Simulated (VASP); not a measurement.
# SiC (Fm-3m) in VASP: further runs

The runs below take SiC through relaxation of cell and atoms, relaxation of the atoms, with LDA.

All numbers are computed with VASP 6.6.1; they aren't measurements. Logs are shortened: lines on timing, memory, paths and dates and some standing lists are left out, and cuts for length are marked.

### Step 1. The structure

The structure is cubic, space group Fm-3m (No. 225). Conventional cell: a = 4.239 Å, b = 4.239 Å, c = 4.239 Å, α = 90.00°, β = 90.00°, γ = 90.00°. Si (site symmetry m-3m) has 6 C at 2.12 Å as nearest neighbours. C (site symmetry m-3m) is surrounded by 6 Si at 2.12 Å.

The cell was built by a generator and needn't be a form met in nature.

### Step 2. Relaxation of cell and atoms, LDA

Input file INCAR:

```
PREC = Accurate
ENCUT = 600
EDIFF = 1E-6
ISMEAR = 0
SIGMA = 0.03
LREAL = False
LASPH = True
NELM = 80
ALGO = Normal
ISIF = 3
LWAVE = False
LCHARG = False
IBRION = 2
NSW = 90
EDIFFG = -0.01
```

Input file KPOINTS:

```
regular mesh
0
Gamma
  12 12 12
```

Input file POSCAR:

```
SiC
1.0
    0.0000000000      2.1192710500      2.1192710500
    2.1192710500      0.0000000000      2.1192710500
    2.1192710500      2.1192710500      0.0000000000
Si C
1 1
Direct
    0.0000000000      0.0000000000      0.0000000000
    0.5000000000      0.5000000000      0.5000000000
```

Potentials or basis: VASP PAW LDA potentials, release 64 (Si, C).

The run is started by

```
> cat potpaw_LDA.64/Si/POTCAR potpaw_LDA.64/C/POTCAR > POTCAR
> mpirun -np 1 vasp_std > vasp.out
```

OUTCAR:

```text
PREC = Accurate
   ENCUT = 600
   EDIFF = 1E-6
   ISMEAR = 0
   LREAL = False
   LASPH = True
   NELM = 80
   ISIF = 3
   IBRION = 2
   NSW = 90
   EDIFFG = -0.01

 ion  position               nearest neighbor table
   1  0.000  0.000  0.000-   2 2.12   2 2.12   2 2.12   2 2.12   2 2.12   2 2.12
   2  0.500  0.500  0.500-   1 2.12   1 2.12   1 2.12   1 2.12   1 2.12   1 2.12

  LATTYP: Found a face centered cubic cell.
 ALAT       =     4.2385421000

  Lattice vectors:

 A1 = (   0.0000000000,   2.1192710500,   2.1192710500)
 A2 = (   2.1192710500,   0.0000000000,   2.1192710500)
 A3 = (   2.1192710500,   2.1192710500,   0.0000000000)

Analysis of symmetry for initial positions (statically):
=====================================================================
 Subroutine PRICEL returns:
 Original cell was already a primitive cell.

 Routine SETGRP: Setting up the symmetry group for a
 face centered cubic supercell.

 Subroutine GETGRP returns: Found 48 space group operations
 (whereof 48 operations were pure point group operations)
 out of a pool of 48 trial point group operations.

The static configuration has the point symmetry O_h .

Analysis of symmetry for dynamics (positions and initial velocities):
=====================================================================
 Subroutine PRICEL returns:
 Original cell was already a primitive cell.

 Routine SETGRP: Setting up the symmetry group for a
 face centered cubic supercell.

 Subroutine GETGRP returns: Found 48 space group operations
 (whereof 48 operations were pure point group operations)
 out of a pool of 48 trial point group operations.

The dynamic configuration has the point symmetry O_h .

 Subroutine INISYM returns: Found 48 space group operations
 (whereof 48 operations are pure point group operations),
 and found     1 'primitive' translations

----------------------------------------------------------------------------------------

                                     Primitive cell

  volume of cell :      19.0366

  direct lattice vectors                    reciprocal lattice vectors
     0.000000000  2.119271050  2.119271050    -0.235930180  0.235930180  0.235930180
     2.119271050  0.000000000  2.119271050     0.235930180 -0.235930180  0.235930180
     2.119271050  2.119271050  0.000000000     0.235930180  0.235930180 -0.235930180

  length of vectors
     2.997101861  2.997101861  2.997101861     0.408643059  0.408643059  0.408643059

  position of ions in fractional coordinates (direct lattice)
     0.000000000  0.000000000  0.000000000
     0.500000000  0.500000000  0.500000000

  ion indices of the primitive-cell ions
   primitive index   ion index
                 1           1
                 2           2

----------------------------------------------------------------------------------------

 KPOINTS: regular mesh

Automatic generation of k-mesh.
 Grid dimensions read from file:
 generate k-points for:   12   12   12

 Generating k-lattice:

  Cartesian coordinates                     Fractional coordinates (reciprocal lattice)
    -0.019660848  0.019660848  0.019660848     0.083333333  0.000000000  0.000000000
     0.019660848 -0.019660848  0.019660848     0.000000000  0.083333333  0.000000000
     0.019660848  0.019660848 -0.019660848     0.000000000  0.000000000  0.083333333

  Length of vectors
     0.034053588  0.034053588  0.034053588

  Shift w.r.t. Gamma in fractional coordinates (k-lattice)
     0.000000000  0.000000000  0.000000000

 Subroutine IBZKPT returns following result:
 ===========================================

 Found     72 irreducible k-points:

 Following reciprocal coordinates:
            Coordinates               Weight
  0.000000  0.000000  0.000000      1.000000
  0.083333  0.000000  0.000000      8.000000
  0.166667  0.000000  0.000000      8.000000
  0.250000  0.000000  0.000000      8.000000
  0.333333  0.000000  0.000000      8.000000
  0.416667  0.000000  0.000000      8.000000
[... 16 lines left out ...]
  0.500000  0.166667  0.000000     24.000000
 -0.416667  0.166667  0.000000     24.000000
 [... further k-points ...]
   k-points           NKPTS =     72   k-points in BZ     NKDIM =     72   number of bands    NBANDS=      8
   number of dos      NEDOS =    301   number of ions     NIONS =      2
   total plane-waves  NPLWV =  13824
   dimension x,y,z NGX =    24 NGY =   24 NGZ =   24
   dimension x,y,z NGXF=    48 NGYF=   48 NGZF=   48
   ions per type =               1   1
   NGX,Y,Z   is equivalent  to a cutoff of  13.31, 13.31, 13.31 a.u.
   NGXF,Y,Z  is equivalent  to a cutoff of  26.63, 26.63, 26.63 a.u.
 SYSTEM =  unknown system
   PREC   = accura    normal or accurate (medium, high low for compatibility)
   ISTART =      0    job   : 0-new  1-cont  2-samecut
   ICHARG =      2    charge: 1-file 2-atom 10-const
   ISPIN  =      1    spin polarized calculation?
   LNONCOLLINEAR =      F non collinear calculations
   LSORBIT =      F    spin-orbit coupling
   LASPH  =      T    aspherical Exc in radial PAW
   ENCUT  =  600.0 eV  44.10 Ry    6.64 a.u.   5.99  5.99  5.99*2*pi/ulx,y,z
   NELM   =     80;   NELMIN=  2; NELMDL= -5     # of ELM steps
   EDIFF  = 0.1E-05   stopping-criterion for ELM
   LREAL  =      F    real-space projection
   EDIFFG = -.1E-01   stopping-criterion for IOM
   NSW    =     90    number of steps for IOM
   IBRION =      2    ionic relax: 0-MD 1-quasi-New 2-CG
   NFREE  =      1    steps in history (QN), initial steepest desc. (CG)
   ISIF   =      3    stress and relaxation
   ISYM   =      2    0-nonsym 1-usesym 2-fastsym
   POTIM  = 0.5000    time-step for ionic-motion
   TEBEG  =    0.0;   TEEND  =   0.0 temperature during run
   PSTRESS=    0.0 pullay stress
   NELECT =       8.0000    total number of electrons
   NUPDOWN=      -1.0000    fix difference up-down
   EMIN   =  10.00;   EMAX   =-10.00  energy-range for DOS
   EFERMI =   0.00;   METHOD = LEGACY
   ISMEAR =     0;   SIGMA  =   0.03  broadening in eV -4-tet -1-fermi 0-gaus
   EFERMI_NEDOS =   21; number of points for ismear=-14 and -15
   IALGO  =     38    algorithm
   IMIX   =      4    mixing-type and parameters
     AMIX     =   0.40;   BMIX     =  1.00
     AMIX_MAG =   1.60;   BMIX_MAG =  1.00
  volume/ion in A,a.u.               =       9.52        64.23
  Fermi-wavevector in a.u.,A,eV,Ry     =   1.226239  2.317255 20.458552  1.503661
  Thomas-Fermi vector in A             =   2.361247
   LORBIT       =      0    0 simple, 1 ext, 2 COOP (PROOUT), +10 PAW based schemes
   GGA     = CA    functional components
   LHFCALC =     F    Hartree Fock is set to
   AEXX    =    0.0000 exact exchange contribution
   IVDW    =     0    specifies the selected vdW correction
   LEPSILON=     F    determine dielectric tensor
   LRPA    =     F    only Hartree local field effects (RPA)
 conjugate gradient relaxation of ions
 non-spin polarized calculation
 Gauss-broadening in eV      SIGMA  =   0.03
  energy-cutoff  :      600.00
  volume of cell :       19.04
 maximum number of plane-waves:       650
   NGX = 11   NGY = 11   NGZ = 11

--------------------------------------- Ionic step        1  -------------------------------------------

 number of electron       7.9999999 magnetization

 Free energy of the ion-electron system (eV)
  ---------------------------------------------------
  ext. energy  EPLUGINS =         0.00000000
  ---------------------------------------------------
  free energy    TOTEN  =       -14.97922092 eV

  energy without entropy =      -14.97886521  energy(sigma->0) =      -14.97904307

------------------------ aborting loop because EDIFF is reached ----------------------------------------

  FORCE on cell =-STRESS in cart. coord.  units (eV):
  Direction    XX          YY          ZZ          XY          YZ          ZX
  --------------------------------------------------------------------------------------
  -------------------------------------------------------------------------------------
  Total       -3.6552990     -3.6552990     -3.6552990      0.0000000     -0.0000000      0.0000000
  in kB     -307.6408364   -307.6408364   -307.6408364      0.0000000     -0.0000000      0.0000000
  external PRESSURE =    -307.6408364 kB  Pullay stress =       0.0000000 kB
[... 89 lines left out ...]
  FREE ENERGIE OF THE ION-ELECTRON SYSTEM (eV)
  ---------------------------------------------------
  free  energy   TOTEN  =       -15.3087130770 eV

  energy  without entropy=      -15.3084621054  energy(sigma->0) =      -15.30858759

[... ionic steps 4 to 13 ...]

--------------------------------------- Ionic step       14  -------------------------------------------

 number of electron       8.0000000 magnetization

------------------------ aborting loop because EDIFF is reached ----------------------------------------

  FORCE on cell =-STRESS in cart. coord.  units (eV):
  Direction    XX          YY          ZZ          XY          YZ          ZX
  --------------------------------------------------------------------------------------
  -------------------------------------------------------------------------------------
  Total       -0.0344663     -0.0344663     -0.0344663      0.0000000      0.0000000     -0.0000000
  in kB       -3.4141775     -3.4141775     -3.4141775      0.0000000      0.0000000     -0.0000000
  external PRESSURE =      -3.4141775 kB  Pullay stress =       0.0000000 kB
[... 57 lines left out ...]
  energy  without entropy=      -15.3085271455  energy(sigma->0) =      -15.30863145

--------------------------------------- Ionic step       16  -------------------------------------------

 number of electron       8.0000000 magnetization

 Free energy of the ion-electron system (eV)
  ---------------------------------------------------
  ext. energy  EPLUGINS =         0.00000000
  ---------------------------------------------------
  free energy    TOTEN  =       -15.30874044 eV

  energy without entropy =      -15.30851602  energy(sigma->0) =      -15.30862823

 E-fermi :  12.7501     XC(G=0): -12.9319

 val. band max:       12.7052715120   @ k =   0.5000   0.4167   0.0000
 cond. band min:      12.7632063566   @ k =  -0.1667   0.0833   0.0000
 fundamental gap:      0.0579348446
 Fermi energy:        12.7500842835

 k-point     1 :       0.0000    0.0000    0.0000
  band No.  band energies     occupation
      1      -5.8570      2.00000
      2      12.8007      0.01697
      3      12.8007      0.01697
      4      12.8007      0.01697
      5      20.8694      0.00000
      6      21.7498      0.00000
      7      21.7498      0.00000
      8      21.7498      0.00000
[... 243 lines left out ...]
 k-point    24 :      -0.4167    0.1667    0.0000
  band No.  band energies     occupation
      1      -0.2204      2.00000
      2       1.9287      2.00000
      3       8.7494      2.00000
      4      10.8876      2.00000
      5      16.3914      0.00000
      6      19.7098      0.00000
      7      21.1793      0.00000
      8      25.6901      0.00000

 [... further k-points ...]
[... 5 lines left out ...]
  --------------------------------------------------------------------------------------
  -------------------------------------------------------------------------------------
  Total        0.0089588      0.0089588      0.0089588      0.0000000     -0.0000000      0.0000000
  in kB        0.8888129      0.8888129      0.8888129      0.0000000     -0.0000000      0.0000000
  external PRESSURE =       0.8888129 kB  Pullay stress =       0.0000000 kB
[... 17 lines left out ...]
  FREE ENERGIE OF THE ION-ELECTRON SYSTEM (eV)
  ---------------------------------------------------
  free  energy   TOTEN  =       -15.3087404389 eV

  energy  without entropy=      -15.3085160238  energy(sigma->0) =      -15.30862823

 reached required accuracy - stopping structural energy minimisation
```

Wall time 16 s (1 thread of Intel Xeon 6975P-C (Granite Rapids), shared host); peak memory 0.13 GiB.

Results:

* Free energy: -15.3087 eV
* Relaxed volume: 8.07 Å³/atom
* Relaxed cell: a = 2.837 Å, b = 2.837 Å, c = 2.837 Å, α = 60.00°, β = 60.00°, γ = 60.00°
* Space group after relaxing (to 0.05 Å): Fm-3m (No. 225)
* Energy gained by relaxing: 164.8 meV/atom
* Ionic steps: 16
* Pressure after relaxing: 0.1 GPa
* Band gap on the k mesh: none (metal or under the smearing width)

The path:
```
step  energy change (eV)  largest force (eV/Å)  pressure (GPa)  volume (Å³)
   1              0.0000                0.0000          -30.76        19.04
   2             -0.1533                0.0000           37.50        14.43
   3             -0.3295                0.0000            0.38        16.13
   4             -0.3295                0.0000           -0.53        16.19
   5             -0.3295                0.0000           -0.52        16.18
   6             -0.3295                0.0000           -0.48        16.18
   7             -0.3295                0.0000           -0.47        16.18
   8             -0.3295                0.0000           -0.47        16.18
   9             -0.3295                0.0000           -0.47        16.18
  10             -0.3295                0.0000           -0.46        16.18
  11             -0.3295                0.0000           -0.46        16.18
  12             -0.3295                0.0000           -0.44        16.18
  13             -0.3295                0.0000           -0.41        16.18
  14             -0.3295                0.0000           -0.34        16.17
  15             -0.3295                0.0000           -0.21        16.17
  16             -0.3295                0.0000            0.09        16.15
```

Final structure:
```
Si C
1.0
     0.00000    2.00619    2.00619
     2.00619    0.00000    2.00619
     2.00619    2.00619    0.00000
Si C
1 1
Direct
  0.00000 0.00000 0.00000
  0.50000 0.50000 0.50000
```

Levels at points of the mesh, in eV from the Fermi level:
| k point | band 1 | band 2 | band 3 | band 4 | band 5 | band 6 | band 7 | band 8 |
| --- | --- | --- | --- | --- | --- | --- | --- | --- |
| (0.00, 0.00, 0.00) | -18.61 | 0.05 | 0.05 | 0.05 | 8.12 | 9.00 | 9.00 | 9.00 |
| (0.50, 0.00, 0.00) | -13.28 | -11.68 | -1.05 | -1.05 | 5.37 | 5.37 | 6.22 | 9.83 |
| (0.50, 0.50, 0.00) | -11.43 | -9.97 | -4.34 | -4.34 | -0.70 | 2.46 | 15.07 | 15.07 |

Caveat: the volume moved by over 15 % at a fixed basis, so the end points are rough.

[end of part 1 of 2]
